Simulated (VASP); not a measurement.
The system is TaC.

```
Ta C
1.0
     0.00000    2.22137    2.22137
     2.22137    0.00000    2.22137
     2.22137    2.22137    0.00000
Ta C
1 1
Direct
  0.00000 0.00000 0.00000
  0.50000 0.50000 0.50000
```

The cell is a database's computed one.

Base run:

| Property | Result |
| --- | --- |
| Program | VASP 6.6.1 |
| Functional | PBEsol |
| Potentials or basis | VASP PAW PBE potentials, release 64 (Ta_pv, C) |
| Cutoff | 520 eV |
| k mesh | 16 × 16 × 16 |
| Occupations | gaussian, width 0.5 eV |
| Spin | no spin polarisation |

Its results: band gap on the k mesh none (metal or under the smearing width); pressure 0.5 GPa.

Problem. The run is repeated on the same cell with these changes: potentials or basis from VASP PAW PBE potentials, release 64 (Ta_pv, C) to VASP PAW PBE potentials, release 64 (Ta_pv, C_h); cutoff from 520 eV to 900 eV; occupations from gaussian, width 0.5 eV to gaussian, width 0.1 eV. What comes out?

Solution. Band gap on the k mesh none (metal or under the smearing width); pressure 0.0 GPa.

Caveats: the PAW data sets were made with another functional, which shifts forces and pressure a little; the cutoff is under 1.25 times the usual one of these potentials, so pressure, stress and relaxed cells hold a basis-set (Pulay) error (some runs).
